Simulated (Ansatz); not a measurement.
# Ba in Ansatz: the effect of functional

The system is Ba.

```
Ba
1.0
    -2.47262    2.47262    2.47262
     2.47262   -2.47262    2.47262
     2.47262    2.47262   -2.47262
Ba
1
Cartesian
  0.0000 0.0000 0.0000
```

The cell isn't the ideal one: volume scaled by 0.96.

Alike in all runs:

```yaml
Program: Ansatz 0.2.0
Task: single point
Potentials_or_basis: Ansatz PAW
k_mesh: 8 × 8 × 8
Occupations: fermi-dirac, width 0.05 eV
Spin: no spin polarisation
```

**Question.** One run gave: pressure -1.1 GPa. Which functional did it use?
A. LDA
B. PBE
C. r2SCAN

**Answer.** A.

| functional | cutoff | pressure (GPa) |
| --- | --- | --- |
| LDA | 420 eV (not typed: the program's choice for these potentials) | -1.1 |
| r2SCAN | 500 eV (not typed: the program's choice for these potentials) | 0.7 |
| PBE | 420 eV (not typed: the program's choice for these potentials) | 0.4 |

Caveats: the PAW data sets come from PBE, with cores solved anew for the run's functional, which leaves a small shift of forces and pressure (some runs).
